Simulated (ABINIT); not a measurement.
# TePb (Pm-3m) in ABINIT: further runs

Aim: see how the results for TePb move with the level of theory and the settings. Levels: LDA, PBEsol, BLYP, AM05, r2SCAN. Tasks: band structure.

Program: ABINIT 10.8.3 (patched build). These are calculated values, not measurements. Logs are shortened: lines on timing, memory, paths and dates and some standing lists are left out, and cuts for length are marked. The log counts tension as positive stress, the text compression.

## 1. Starting point

The structure is cubic, space group Pm-3m (No. 221). The conventional cell has a = 4.002 Å, b = 4.002 Å, c = 4.002 Å, α = 90.00°, β = 90.00°, γ = 90.00°. Around Pb (site symmetry m-3m) lie 8 Te at 3.47 Å. Around Te (site symmetry m-3m) lie 8 Pb at 3.47 Å.

Measurements of this composition are mostly on another form, of space group No. 225.

## 2. Band structure, LDA

run.abi

```
# Datasets: ground state, then fixed potential
ndtset 2

# Pseudopotentials
pp_dirpath "./"
pseudos "Pb.GGA_PBE-JTH.xml, Te.GGA_PBE-JTH.xml"

# Structure
acell 4.002287 4.002287 4.002287 Angstrom
rprim
     1.0000000000     0.0000000000     0.0000000000
     0.0000000000     1.0000000000     0.0000000000
     0.0000000000     0.0000000000     1.0000000000
ntypat 2
znucl 82 52
natom 2
typat 1 2
xred
     0.0000000000     0.0000000000     0.0000000000
     0.5000000000     0.5000000000     0.5000000000

# Plane-wave basis
ecut 26.0
pawecutdg 48.0

# Exchange and correlation
ixc 7

# Bands and occupations
occopt 3
tsmear 0.05 eV

# SCF cycle
nstep 100

# Output
iomode 3
prtwf 0
prteig 0
prtebands 0
enunit 1
prtden1 1
prtvha1 1
prtvclmb1 1
prtpot1 1

# Dataset 1
kptopt1 1
ngkpt1 7 7 7
nshiftk1 1
shiftk1 0.0 0.0 0.0
nband1 14
tolvrs1 1.0e-9

# Dataset 2: bands along G-X-M-G-R-X
iscf2 -2
getden2 1
nband2 20
nbdbuf2 4
tolwfr2 1.0e-11
kptopt2 -5
ndivsm2 8
prteig2 1
kptbounds2
     0.0000000000     0.0000000000     0.0000000000
     0.0000000000     0.5000000000     0.0000000000
     0.5000000000     0.5000000000     0.0000000000
     0.0000000000     0.0000000000     0.0000000000
     0.5000000000     0.5000000000     0.5000000000
     0.0000000000     0.5000000000     0.0000000000
```

Potentials or basis: JTH PAW PBE v2.0.

Run with:

```bash
abinit run.abi > log 2>&1
```

run.abo:

```text
.Version 10.8.3 of ABINIT
 DATASET    1 : space group Pm -3 m (#221); Bravais cP (primitive cubic)
================================================================================
 Values of the parameters that define the memory need for DATASET  1.
     intxc =       0    ionmov =       0      iscf =      17    lmnmax =      18
     lnmax =       6     mgfft =      36  mpssoang =       3    mqgrid =    3001
     natom =       2  nloc_mem =       2    nspden =       1   nspinor =       1
    nsppol =       1      nsym =      48    n1xccc =       1    ntypat =       2
    occopt =       3   xclevel =       1
       mpw =        2762          nfft =       46656          nkpt =          20
 PAW method is used; the additional fine FFT grid is defined by:
   mgfftf=        48    nfftf =    110592
================================================================================
================================================================================

 DATASET    2 : space group Pm -3 m (#221); Bravais cP (primitive cubic)
================================================================================
 Values of the parameters that define the memory need for DATASET  2.
     intxc =       0    ionmov =       0      iscf =      -2    lmnmax =      18
     lnmax =       6     mgfft =      36  mpssoang =       3    mqgrid =    3001
     natom =       2  nloc_mem =       2    nspden =       1   nspinor =       1
    nsppol =       1      nsym =      48    n1xccc =       1    ntypat =       2
    occopt =       3   xclevel =       1
       mpw =        2767          nfft =       46656          nkpt =          53
 PAW method is used; the additional fine FFT grid is defined by:
   mgfftf=        48    nfftf =    110592
================================================================================
================================================================================

--------------------------------------------------------------------------------
------------- Echo of variables that govern the present computation ------------
--------------------------------------------------------------------------------
 -outvars: echo values of preprocessed input variables --------
            acell      7.5632263073E+00  7.5632263073E+00  7.5632263073E+00 Bohr
              amu      2.07200000E+02  1.27600000E+02
             ecut      2.60000000E+01 Hartree
           enunit           1
           getden1          0
           getden2          1
             iscf1         17
             iscf2         -2
                       outvar_i_n : Printing only first  50 k-points.
              ixc           7
           jdtset        1    2
                       outvar_i_n : Printing only first  50 k-points.
           kptopt1          1
           kptopt2         -5
         kptrlatt        7    0    0      0    7    0      0    0    7
          kptrlen1     5.29425842E+01
          kptrlen2     3.00000000E+01
            natom           2
            nband1         14
            nband2         20
           nbdbuf1          0
           nbdbuf2          4
           ndtset           2
           ndivsm1          0
           ndivsm2          8
            ngfft          36      36      36
          ngfftdg          48      48      48
             nkpt1         20
             nkpt2         53
            nstep         100
             nsym          48
           ntypat           2
           occopt           3
        pawecutdg      4.80000000E+01 Hartree
        prtebands           0
           prteig1          0
           prteig2          1
           prtpot1          1
           prtpot2          0
         prtvclmb1          1
         prtvclmb2          0
           prtvha1          1
           prtvha2          0
            prtwf           0
           shiftk1     0.00000000E+00  0.00000000E+00  0.00000000E+00
           shiftk2     5.00000000E-01  5.00000000E-01  5.00000000E-01
          spgroup         221
           tolvrs1     1.00000000E-09
           tolvrs2     0.00000000E+00
           tolwfr1     0.00000000E+00
           tolwfr2     1.00000000E-11
[... 245 lines left out ...]
         ecut(hartree)=     26.000   => boxcut(ratio)=   2.07369

 Fine grid specifications (used for densities):

 getcut: wavevector=  0.0000  0.0000  0.0000  ngfft=  48  48  48
         ecut(hartree)=     48.000   => boxcut(ratio)=   2.03492
--------------------------------------------------------------------------------

================================================================================
 Non-SCF case, kpt    1 (  0.00000  0.00000  0.00000), residuals and eigenvalues=
  7.93E-12  4.62E-12  2.78E-12  7.49E-13  6.68E-12  5.27E-12  2.55E-12  7.34E-12
  5.89E-12  8.43E-12  6.51E-12  4.05E-12  8.32E-12  4.99E-12  9.26E-12  8.01E-12
  4.29E-11  6.78E-07  4.83E-06  2.72E-09
 -6.5468E-01 -6.5468E-01 -6.5163E-01 -6.5163E-01 -6.5163E-01 -4.7865E-01
 -2.8402E-01 -8.6923E-02 -8.6923E-02 -8.6923E-02  1.2071E-01  1.2071E-01
  1.5973E-01  1.5973E-01  1.5973E-01  3.3339E-01  3.9605E-01  3.9605E-01
  3.9607E-01  4.1852E-01
 Non-SCF case, kpt    2 (  0.00000  0.06250  0.00000), residuals and eigenvalues=
  2.02E-12  6.22E-12  5.61E-12  8.71E-12  6.99E-12  6.31E-12  5.44E-12  1.78E-12
  2.32E-12  8.09E-12  9.65E-12  5.97E-12  5.81E-12  4.96E-12  7.54E-12  7.18E-12
[... 399 lines left out ...]
  3.61E-12  4.01E-12  5.68E-12  3.40E-12  3.39E-12  2.49E-12  6.17E-12  8.51E-12
  7.70E-12  7.99E-06  1.89E-05  1.46E-04
 -6.5446E-01 -6.5261E-01 -6.5258E-01 -6.5205E-01 -6.5158E-01 -4.2893E-01
 -3.6428E-01 -6.5886E-02 -5.7910E-02 -3.7679E-02 -1.3707E-03  4.8231E-02
  6.2403E-02  1.7705E-01  2.3593E-01  3.8090E-01  3.8471E-01  4.2486E-01
  4.2864E-01  4.3712E-01
 Non-SCF case, kpt   53 (  0.00000  0.50000  0.00000), residuals and eigenvalues=
  2.25E-12  2.48E-12  4.90E-12  4.08E-12  3.33E-12  1.95E-12  4.97E-12  5.70E-12
  6.07E-12  8.55E-13  6.33E-12  2.99E-12  3.42E-12  4.17E-12  4.22E-12  9.08E-12
  7.20E-11  6.44E-11  4.12E-09  3.74E-09
 -6.5454E-01 -6.5257E-01 -6.5257E-01 -6.5208E-01 -6.5154E-01 -4.2981E-01
 -3.6542E-01 -5.8936E-02 -3.4661E-02 -3.4661E-02 -2.6195E-02  5.3274E-02
  5.3274E-02  1.7144E-01  2.2847E-01  4.1790E-01  4.1957E-01  4.2315E-01
  4.2315E-01  4.2980E-01

--- !ResultsGS
iteration_state: {dtset: 2, }
comment   : Summary of ground state results
lattice_vectors:
- [  7.5632263,   0.0000000,   0.0000000, ]
- [  0.0000000,   7.5632263,   0.0000000, ]
- [  0.0000000,   0.0000000,   7.5632263, ]
lattice_lengths: [   7.56323,    7.56323,    7.56323, ]
lattice_angles: [ 90.000,  90.000,  90.000, ] # degrees, (23, 13, 12)
lattice_volume:   4.3263464E+02
convergence: {deltae:  0.000E+00, res2:  0.000E+00, residm:  9.990E-12, diffor:  0.000E+00, }
etotal    :  -6.98309991E+01
entropy   :   0.00000000E+00
fermie    :  -3.03671996E-02
cartesian_stress_tensor: null
pressure_GPa: null
xred      :
- [  0.0000E+00,   0.0000E+00,   0.0000E+00, Pb]
- [  5.0000E-01,   5.0000E-01,   5.0000E-01, Te]
cartesian_forces: null
force_length_stats: {min: null, max: null, mean: null, }
...

 Integrated electronic density in atomic spheres:
 ------------------------------------------------
 Atom  Sphere_radius  Integrated_density
    1        2.40264         11.30505102
    2        2.31107          3.09905513

================================================================================

 ----iterations are completed or convergence reached----

 Mean square residual over all n,k,spin=   57.953E-13; max=  99.896E-13
 reduced coordinates (array xred) for    2 atoms
       0.000000000000      0.000000000000      0.000000000000
       0.500000000000      0.500000000000      0.500000000000

 cartesian coordinates (angstrom) at end:
    1      0.00000000000000     0.00000000000000     0.00000000000000
    2      2.00114350000000     2.00114350000000     2.00114350000000
 length scales=  7.563226307281  7.563226307281  7.563226307281 bohr
              =  4.002287000000  4.002287000000  4.002287000000 angstroms
 Eigenvalues (   eV  ) for nkpt=  53  k points:
 kpt#   1, nband= 20, wtk=  1.00000, kpt=  0.0000  0.0000  0.0000 (reduced coord)
 -17.81486  -17.81486  -17.73168  -17.73168  -17.73168  -13.02470   -7.72870   -2.36531
  -2.36531   -2.36531    3.28458    3.28458    4.34652    4.34652    4.34652    9.07188
  10.77714   10.77719   10.77761   11.38849
 kpt#   2, nband= 20, wtk=  1.00000, kpt=  0.0000  0.0625  0.0000 (reduced coord)
 -17.81468  -17.81213  -17.73260  -17.73260  -17.73158  -12.99366   -7.79103   -2.40578
  -2.33033   -2.33033    3.31400    3.40660    4.17810    4.24546    4.24546    9.32053
  10.43166   10.43166   10.76550   10.79384
 kpt#   3, nband= 20, wtk=  1.00000, kpt=  0.0000  0.1250  0.0000 (reduced coord)
 -17.81426  -17.80439  -17.73533  -17.73533  -17.73132  -12.90130   -7.97486   -2.48930
  -2.22656   -2.22656    3.20422    3.40196    3.95749    3.95749    4.34183    9.86482
   9.89396   10.10667   10.10667   10.84301
 kpt#   4, nband= 20, wtk=  1.00000, kpt=  0.0000  0.1875  0.0000 (reduced coord)
 -17.81358  -17.79284  -17.73951  -17.73951  -17.73094  -12.75018   -8.26773   -2.54152
  -2.05788   -2.05788    2.48479    3.52544    3.52544    3.54734    5.16006    9.00014
   9.98632    9.98632   10.51163   10.92180
 kpt#   5, nband= 20, wtk=  1.00000, kpt=  0.0000  0.2500  0.0000 (reduced coord)
[... 181 lines left out ...]
  -2.71399   -1.54887    0.49970    1.43023    2.94027    5.90106    7.75774    8.01724
   8.04103   11.93564   12.00794   12.14358
 kpt#  51, nband= 20, wtk=  1.00000, kpt=  0.0909  0.5000  0.0909 (reduced coord)
 -17.80232  -17.76169  -17.75940  -17.74023  -17.73304  -11.60195   -9.82064   -2.24187
  -2.22402   -1.24572    0.73924    0.95977    2.28624    5.24930    6.96949    9.08993
   9.19856   11.69818   11.78966   12.02876
 kpt#  52, nband= 20, wtk=  1.00000, kpt=  0.0455  0.5000  0.0455 (reduced coord)
 -17.80870  -17.75834  -17.75772  -17.74308  -17.73034  -11.67183   -9.91266   -1.79285
  -1.57582   -1.02528   -0.03730    1.31242    1.69808    4.81787    6.41991   10.36475
  10.46836   11.56093   11.66401   11.89476
 kpt#  53, nband= 20, wtk=  1.00000, kpt=  0.0000  0.5000  0.0000 (reduced coord)
 -17.81093  -17.75720  -17.75720  -17.74408  -17.72942  -11.69580   -9.94367   -1.60374
  -0.94318   -0.94318   -0.71280    1.44967    1.44967    4.66514    6.21702   11.37151
  11.41719   11.51447   11.51447   11.69553

== END DATASET(S) ==============================================================
================================================================================

 -outvars: echo values of variables after computation  --------
            acell      7.5632263073E+00  7.5632263073E+00  7.5632263073E+00 Bohr
           etotal1    -6.9830999058E+01
            fcart1    -0.0000000000E+00 -0.0000000000E+00 -0.0000000000E+00
                      -0.0000000000E+00 -0.0000000000E+00 -0.0000000000E+00
           strten1     1.3906533069E-04  1.3906533069E-04  1.3906533069E-04
                       0.0000000000E+00  0.0000000000E+00  0.0000000000E+00
           xangst      0.0000000000E+00  0.0000000000E+00  0.0000000000E+00
                       2.0011435000E+00  2.0011435000E+00  2.0011435000E+00
             xred      0.0000000000E+00  0.0000000000E+00  0.0000000000E+00
                       5.0000000000E-01  5.0000000000E-01  5.0000000000E-01
 Calculation completed.
```

It took 89 s on 1 thread of Arm Neoverse V1, shared host; peak memory 0.13 GiB.

What came out:

```yaml
Free_energy: -1900.1983 eV
Pressure: -4.1 GPa
Band_gap_on_the_k_mesh: none (metal or under the smearing width)
Valence_electrons_inside_the_program's_atomic_spheres: Pb 11.31; Te 3.10
```

Levels at the corners of the path, in eV from the Fermi level:
```csv
point,band 8,band 9,band 10,band 11,band 12,band 13
Γ,-1.54,-1.54,-1.54,4.11,4.11,5.17
X,-0.78,-0.12,-0.12,0.11,2.28,2.28
M,-4.36,-4.36,0.25,3.49,3.69,3.69
Γ,-1.54,-1.54,-1.54,4.11,4.11,5.17
R,-2.42,-2.42,-2.42,-1.08,-1.08,-1.08
X,-0.78,-0.12,-0.12,0.11,2.28,2.28
```

Caveat: the PAW data sets were made with another functional, which shifts forces and pressure a little; spin-orbit coupling is left out, which moves the levels of the heavy elements.

## 3. Band structure, PBEsol

run.abi: that of step 2 with these lines changed.

```diff
@@ -24,5 +24,6 @@
 pawecutdg 48.0
+pawxcdev 0
 
 # Exchange and correlation
-ixc 7
+ixc -116133
```

Potentials or basis: JTH PAW PBE v2.0.

Run with:

```bash
abinit run.abi > log 2>&1
```

run.abo:

```text
.Version 10.8.3 of ABINIT
 DATASET    1 : space group Pm -3 m (#221); Bravais cP (primitive cubic)
================================================================================
 Values of the parameters that define the memory need for DATASET  1.
     intxc =       0    ionmov =       0      iscf =      17    lmnmax =      18
     lnmax =       6     mgfft =      36  mpssoang =       3    mqgrid =    3001
     natom =       2  nloc_mem =       2    nspden =       1   nspinor =       1
    nsppol =       1      nsym =      48    n1xccc =       1    ntypat =       2
    occopt =       3   xclevel =       2
       mpw =        2762          nfft =       46656          nkpt =          20
 PAW method is used; the additional fine FFT grid is defined by:
   mgfftf=        48    nfftf =    110592
================================================================================
================================================================================

 DATASET    2 : space group Pm -3 m (#221); Bravais cP (primitive cubic)
================================================================================
 Values of the parameters that define the memory need for DATASET  2.
     intxc =       0    ionmov =       0      iscf =      -2    lmnmax =      18
     lnmax =       6     mgfft =      36  mpssoang =       3    mqgrid =    3001
     natom =       2  nloc_mem =       2    nspden =       1   nspinor =       1
    nsppol =       1      nsym =      48    n1xccc =       1    ntypat =       2
    occopt =       3   xclevel =       2
       mpw =        2767          nfft =       46656          nkpt =          53
 PAW method is used; the additional fine FFT grid is defined by:
   mgfftf=        48    nfftf =    110592
================================================================================
================================================================================

--------------------------------------------------------------------------------
------------- Echo of variables that govern the present computation ------------
--------------------------------------------------------------------------------
 -outvars: echo values of preprocessed input variables --------
            acell      7.5632263073E+00  7.5632263073E+00  7.5632263073E+00 Bohr
[... 760 lines left out ...]
 cartesian coordinates (angstrom) at end:
    1      0.00000000000000     0.00000000000000     0.00000000000000
    2      2.00114350000000     2.00114350000000     2.00114350000000
 length scales=  7.563226307281  7.563226307281  7.563226307281 bohr
              =  4.002287000000  4.002287000000  4.002287000000 angstroms
 Eigenvalues (   eV  ) for nkpt=  53  k points:
 kpt#   1, nband= 20, wtk=  1.00000, kpt=  0.0000  0.0000  0.0000 (reduced coord)
 -17.67575  -17.67575  -17.59093  -17.59093  -17.59093  -12.81352   -7.43029   -2.19041
  -2.19041   -2.19041    3.36681    3.36681    4.61735    4.61735    4.61735    9.24448
  10.87922   10.87923   10.87933   11.45562
 kpt#   2, nband= 20, wtk=  1.00000, kpt=  0.0000  0.0625  0.0000 (reduced coord)
 -17.67557  -17.67304  -17.59185  -17.59185  -17.59083  -12.78232   -7.49473   -2.23103
  -2.15539   -2.15539    3.39613    3.50660    4.42768    4.51315    4.51315    9.49731
  10.52464   10.52464   10.84392   10.89540
 kpt#   3, nband= 20, wtk=  1.00000, kpt=  0.0000  0.1250  0.0000 (reduced coord)
 -17.67515  -17.66533  -17.59457  -17.59457  -17.59057  -12.68948   -7.68460   -2.31375
  -2.05152   -2.05152    3.41194    3.48380    4.21680    4.21680    4.47866    9.94813
  10.07495   10.20180   10.20180   10.94298
 kpt#   4, nband= 20, wtk=  1.00000, kpt=  0.0000  0.1875  0.0000 (reduced coord)
 -17.67447  -17.65383  -17.59874  -17.59874  -17.59019  -12.53756   -7.98644   -2.36276
  -1.88269   -1.88269    2.71436    3.62867    3.77382    3.77382    5.27234    9.08592
  10.08825   10.08825   10.68871   11.01910
 kpt#   5, nband= 20, wtk=  1.00000, kpt=  0.0000  0.2500  0.0000 (reduced coord)
[... 181 lines left out ...]
  -2.52255   -1.38825    0.70002    1.64527    3.18864    5.98628    7.87572    8.12193
   8.15205   12.11217   12.16422   12.37767
 kpt#  51, nband= 20, wtk=  1.00000, kpt=  0.0909  0.5000  0.0909 (reduced coord)
 -17.66325  -17.62082  -17.61857  -17.60145  -17.59229  -11.38258   -9.57146   -2.05744
  -2.02819   -1.07981    0.94822    1.16831    2.51991    5.32805    7.07995    9.19735
   9.32568   11.83584   11.91497   12.18061
 kpt#  52, nband= 20, wtk=  1.00000, kpt=  0.0455  0.5000  0.0455 (reduced coord)
 -17.66960  -17.61750  -17.61690  -17.60429  -17.58959  -11.45354   -9.66522   -1.59353
  -1.38875   -0.85467    0.16718    1.52950    1.92251    4.89128    6.52226   10.47040
  10.60806   11.69811   11.79365   12.08717
 kpt#  53, nband= 20, wtk=  1.00000, kpt=  0.0000  0.5000  0.0000 (reduced coord)
 -17.67182  -17.61638  -17.61638  -17.60528  -17.58868  -11.47787   -9.69679   -1.40291
  -0.77059   -0.77059   -0.49448    1.67084    1.67084    4.73637    6.31541   11.44881
  11.57350   11.65086   11.65086   11.83128

== END DATASET(S) ==============================================================
================================================================================

 -outvars: echo values of variables after computation  --------
            acell      7.5632263073E+00  7.5632263073E+00  7.5632263073E+00 Bohr
           etotal1    -6.9589744690E+01
            fcart1    -0.0000000000E+00 -0.0000000000E+00 -0.0000000000E+00
                      -0.0000000000E+00 -0.0000000000E+00 -0.0000000000E+00
           strten1     9.8495558596E-05  9.8495558596E-05  9.8495558596E-05
                       0.0000000000E+00  0.0000000000E+00  0.0000000000E+00
           xangst      0.0000000000E+00  0.0000000000E+00  0.0000000000E+00
                       2.0011435000E+00  2.0011435000E+00  2.0011435000E+00
             xred      0.0000000000E+00  0.0000000000E+00  0.0000000000E+00
                       5.0000000000E-01  5.0000000000E-01  5.0000000000E-01
 Calculation completed.
```

Wall time 96 s (1 thread of Arm Neoverse V1, shared host); peak memory 0.15 GiB.

What came out:

```
Free energy                                           : -1893.6334 eV
Pressure                                              : -2.9 GPa
Band gap on the k mesh                                : none (metal or under the smearing width)
Valence electrons inside the program's atomic spheres : Pb 11.29; Te 3.08
```

Levels at the corners of the path, in eV from the Fermi level:
```
point  band 6  band 7  band 8  band 9  band 10  band 11  band 12  band 13  band 14  band 15
    Γ  -12.17   -6.79   -1.55   -1.55    -1.55     4.01     4.01     5.26     5.26     5.26
    X  -10.83   -9.05   -0.76   -0.13    -0.13     0.15     2.31     2.31     5.38     6.96
    M  -10.10   -7.92   -4.39   -4.39     0.24     3.57     3.73     3.73     6.05     6.92
    Γ  -12.17   -6.79   -1.55   -1.55    -1.55     4.01     4.01     5.26     5.26     5.26
    R   -9.73   -7.15   -2.45   -2.45    -2.45    -1.08    -1.08    -1.08    13.61    13.61
    X  -10.83   -9.05   -0.76   -0.13    -0.13     0.15     2.31     2.31     5.38     6.96
```

Caveat: the PAW data sets were made with another functional, which shifts forces and pressure a little; spin-orbit coupling is left out, which moves the levels of the heavy elements.

(Continued in part 2 of 2.)
